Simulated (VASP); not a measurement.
A run of VASP 6.6.1:

The input POSCAR:

```
NaCl
1.0
    4.7210764991      0.0000000000      0.0000000000
   -2.3605382495      4.0885721814      0.0000000000
    0.0000000000      0.0000000000      5.5694844403
Na Cl
2 2
Direct
    0.3333333333      0.6666666667     -0.0624973265
    0.6666666667      0.3333333333      0.4375026735
    0.3333333333      0.6666666667      0.4374973265
    0.6666666667      0.3333333333      0.9374973265
```

INCAR.step1

```
SYSTEM = NaCl
ALGO = Normal ; EDIFF = 1E-5
ENCUT = 520 ; GGA = PE
ISIF = 2 ; ISMEAR = 0
LASPH = .TRUE. ; LCHARG = .FALSE.
LREAL = .FALSE. ; LWAVE = .TRUE.
NBANDS = 22 ; NELM = 60
PREC = Accurate ; SIGMA = 0.01
```

Contents of INCAR.step2:

```
SYSTEM = NaCl
ALGO = Normal ; EDIFF = 1E-6
ENCUT = 520 ; GGA = PE
HFSCREEN = 0.2079 ; ISIF = 2
ISMEAR = 0 ; ISTART = 1
LASPH = .TRUE. ; LCHARG = .FALSE.
LHFCALC = .TRUE. ; LREAL = .FALSE.
LWAVE = .FALSE. ; NBANDS = 22
NELM = 60 ; PREC = Accurate
PRECFOCK = Normal ; SIGMA = 0.01
```

KPOINTS

```
k-points
0
G
  6 6 2
  0 0 0
```

Potentials or basis: VASP PAW PBE potentials, release 64 (Na_pv, Cl).

The run is started by

```console
$ cat potpaw_PBE.64/Na_pv/POTCAR potpaw_PBE.64/Cl/POTCAR > POTCAR
$ cp INCAR.step1 INCAR
$ mpirun -np 1 vasp_std > vasp.out
$ cp INCAR.step2 INCAR
$ mpirun -np 1 vasp_std > vasp.out
```

Hardware: 1 thread of Intel(R) Xeon(R) Platinum 8559C (Emerald Rapids) (shared host).

Q: Estimate the wall time of this run.

A: Wall time 23 min on 1 thread of Intel(R) Xeon(R) Platinum 8559C (Emerald Rapids) (shared host), peak memory 0.35 GiB. Counts: scf iterations 6, k points 14.
